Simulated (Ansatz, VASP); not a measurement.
Bi: VASP beside Ansatz

```xyz
1
Lattice="-1.9547 1.9547 1.9547 1.9547 -1.9547 1.9547 1.9547 1.9547 -1.9547" Properties=species:S:1:pos:R:3 pbc="T T T"
Bi    0.0000    0.0000    0.0000
```

Change from the starting cell: volume scaled by 0.96.

Alike in both runs: task single point; functional PBEsol; k mesh 9 × 9 × 9; occupations fermi-dirac, width 0.05 eV; no spin polarisation.

|  | VASP | Ansatz |
| --- | --- | --- |
| version | VASP 6.6.1 | Ansatz 0.2.0 |
| potentials or method | VASP PAW PBE potentials, release 64 (Bi_d), cutoff 520 eV | all-electron LAPW, scalar-relativistic |

|  | VASP | Ansatz | Ansatz less VASP |
| --- | --- | --- | --- |
| gap on the k mesh at the Fermi level (eV) | none | none | - |
| pressure (GPa) | 0.2 | 0.4 | +0.13 |

A gap of «none» marks a metal or a gap that the smearing closes. Ansatz ran all-electron here, so the differences hold the error of VASP's frozen core and of both bases.

Caveats: spin-orbit coupling is left out, which moves the levels of the heavy elements; the PAW data sets were made with another functional, which shifts forces and pressure a little (VASP).
